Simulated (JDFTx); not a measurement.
Crystal: Ni.

```
CELL_PARAMETERS angstrom
0.00000 1.73757 1.73757
1.73757 0.00000 1.73757
1.73757 1.73757 0.00000
ATOMIC_POSITIONS crystal
Ni 0.00000 0.00000 0.00000
```

Base run:

* Program: JDFTx 1.7.0 (patched build)
* Functional: PBEsol
* Potentials or basis: PseudoDojo-SR-PBEsol-0.4.1-standard with smoothed tails
* Cutoff: 1333 eV
* Density cutoff: 5333 eV
* k mesh: 13 × 13 × 13
* Occupations: fermi-dirac, width 0.05 eV
* Spin: collinear spin, ferromagnetic start
* Starting moments: [1.0] μB

Its results: band gap on the k mesh none (metal or under the smearing width); pressure -2.4 GPa; net moment 0.63 μB per cell; site moments Ni +0.66 μB.

The run is repeated on the same cell with these changes: potentials or basis from PseudoDojo-SR-PBEsol-0.4.1-standard with smoothed tails to PseudoDojo-SR-PBEsol-0.4.1-standard; k mesh from 13 × 13 × 13 to 8 × 8 × 8. What comes out?

Band gap on the k mesh none (metal or under the smearing width); pressure -1.9 GPa; net moment 0.70 μB per cell; site moments Ni +0.73 μB.

Caveats: some runs use coarse meshes.

Not every run made on this cell is shown here.
